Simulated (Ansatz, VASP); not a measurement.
## KCl: VASP beside Ansatz

File INCAR:

```
ALGO = Normal ; EDIFF = 1E-6
ENCUT = 520 ; GGA = PE
ISIF = 2 ; ISMEAR = 0
LASPH = T ; LCHARG = T
LELF = T ; LREAL = F
LVHAR = T ; LWAVE = F
NBANDS = 15 ; NELM = 80
PREC = Accurate ; SIGMA = 0.1
```

The input KPOINTS:

```
k-points
0
Gamma
  4 4 4
```

POSCAR

```
KCl
1.0
    4.0105927853      0.0000000000      0.0000000000
    0.0000000000      4.0105927853      0.0000000000
    0.0000000000      0.0000000000      4.0105927853
K Cl
1 1
Direct
    0.0000000000      0.0000000000      0.0000000000
    0.5000000000      0.5000000000      0.5000000000
```

Input for Ansatz:

```yaml
crystal:
  lattice:
    - [4.0105927853, 0.0, 0.0]
    - [0.0, 4.0105927853, 0.0]
    - [0.0, 0.0, 4.0105927853]
  atoms:
    - { symbol: K, position: [0.0, 0.0, 0.0] }
    - { symbol: Cl, position: [0.5, 0.5, 0.5] }
basis:
  ecutwfc: 420
kpoints:
  mp_grid: { grid: [4, 4, 4] }
hamiltonian:
  xc: pbe
scf:
  occupations: { method: gaussian, width: 0.1 }
  lower_state_search: standard
  n_extra_bands: 2
output:
  forces: true
  stress: true
  eigenvalues: true
```

Alike in both runs: task single point; functional PBE; k mesh 4 × 4 × 4; occupations gaussian, width 0.1 eV; no spin polarisation.

|  | VASP | Ansatz |
| --- | --- | --- |
| version | VASP 6.6.1 | Ansatz 0.2.0 |
| potentials or method | VASP PAW PBE potentials, release 64 (K_sv, Cl) | scalar-relativistic, plane waves, PAW |
| plane-wave cutoff (eV) | 520 | 420 |
| valence electrons in the cell | 16 | 16 |

```tsv
	VASP	Ansatz	Ansatz less VASP
gap on the k mesh at the Fermi level (eV)	4.30	4.30	0.000
least direct gap on the mesh (eV)	4.48	4.48	0.000
pressure (GPa)	-1.8	-1.8	+0.01
```

A k mesh can miss the band edges. As with any semilocal functional, this PBE gap is likely too small.
